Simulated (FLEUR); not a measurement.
Bi: band structure with SCAN

The system is Bi.

```
Bi
1.0
     3.48860   -3.13258    0.00000
     3.48860    3.13258    0.00000
    -1.26023    0.00000    3.11355
Bi
2
Direct
  0.75306 0.75306 0.85738
  0.24694 0.24694 0.14262
```

This isn't the form of Bi at room conditions, which is rhombohedral.

| Property | Result |
| --- | --- |
| Program | FLEUR MaX-R8.1 (later development tree) |
| Task | band structure |
| Functional | SCAN |
| Potentials or basis | all-electron |
| Basis | FLAPW |
| Kmax | 4.1 1/bohr |
| k mesh | 6 × 6 × 9 |
| Occupations | fermi-dirac, width 0.05 eV |
| Spin | no spin polarisation |
| Gmax | 12.7 1/bohr |
| Muffin-tin radii | Bi 2.66 bohr |
| lmax | Bi 10 |
| lnonsphr | Bi 10 |
| Local orbitals a species | Bi 5 |
| Max iterations | 80 |
| Mixing factor | 0.05 |
| Mixer | Anderson |
| Mixer history | 30 |
| Density convergence | 0.0001 me/bohr^3 |

```yaml
Band_gap_along_the_path: none (metal or under the smearing width)
Valence_electrons_inside_the_program's_atomic_spheres: Bi 18.83 (radii Bi 2.66 bohr)
```

Levels at the corners of the path, in eV from the Fermi level:
| point | band 18 | band 19 | band 20 | band 21 | band 22 | band 23 | band 24 | band 25 |
| --- | --- | --- | --- | --- | --- | --- | --- | --- |
| Γ | -9.53 | -3.28 | -2.94 | 3.15 | 3.34 | 3.88 | 4.24 | 4.35 |
| Y | -9.77 | -3.37 | -2.80 | -2.29 | -0.66 | 1.84 | 2.05 | 6.52 |
| F | -8.93 | -3.39 | -2.55 | -2.13 | -1.42 | 1.76 | 2.61 | 5.68 |
| H | -9.40 | -2.98 | -2.03 | 0.67 | 1.03 | 2.24 | 3.47 | 4.37 |
| Z | -9.30 | -4.11 | -2.66 | -1.79 | 1.21 | 1.46 | 1.81 | 6.87 |
| I | -9.69 | -3.94 | -3.05 | -2.43 | -0.47 | 1.46 | 1.80 | 6.73 |
| F1 | -8.93 | -3.39 | -2.55 | -2.13 | -1.42 | 1.76 | 2.61 | 5.68 |
| H1 | -9.40 | -2.98 | -2.03 | 0.67 | 1.03 | 2.24 | 3.47 | 4.37 |
| Y1 | -9.77 | -3.37 | -2.80 | -2.29 | -0.66 | 1.84 | 2.05 | 6.52 |
| X | -11.48 | -5.11 | -5.05 | 3.28 | 4.07 | 5.34 | 5.68 | 9.68 |
| Γ | -9.53 | -3.28 | -2.94 | 3.15 | 3.34 | 3.88 | 4.24 | 4.35 |
| N | -9.44 | -4.44 | -3.30 | -1.94 | 0.86 | 2.19 | 2.37 | 6.43 |
| M | -11.96 | -1.12 | -0.89 | -0.75 | -0.70 | 3.53 | 4.72 | 8.41 |
| Γ | -9.53 | -3.28 | -2.94 | 3.15 | 3.34 | 3.88 | 4.24 | 4.35 |

Core levels (eV from the Fermi level):
```csv
atom,levels
1 Bi,"1s1/2 -90522.6, 2s1/2 -16246.3, 2p1/2 -15605.4, 2p3/2 -13285.3, 3s1/2 -3918.0, 3p1/2 -3629.2, 3p3/2 -3109.7, 4s1/2 -896.1, 3d3/2 -2638.2, 3d5/2 -2528.0, 4p1/2 -770.6, 4p3/2 -642.6, 5s1/2 -152.8, 4d3/2 -439.0, 4d5/2 -415.1, 4f5/2 -150.9, 4f7/2 -145.4"
2 Bi,"1s1/2 -90522.6, 2s1/2 -16246.3, 2p1/2 -15605.4, 2p3/2 -13285.3, 3s1/2 -3918.0, 3p1/2 -3629.2, 3p3/2 -3109.7, 4s1/2 -896.1, 3d3/2 -2638.2, 3d5/2 -2528.0, 4p1/2 -770.6, 4p3/2 -642.6, 5s1/2 -152.8, 4d3/2 -439.0, 4d5/2 -415.1, 4f5/2 -150.9, 4f7/2 -145.4"
```

Wall time 4.4 min on 1 thread of Arm Neoverse V1 (shared host), peak memory 0.14 GiB.

Caveat: the meta-GGA is that of a development version, with a GGA for the radial functions and cores and without core tails; spin-orbit coupling is left out, which moves the levels of the heavy elements.
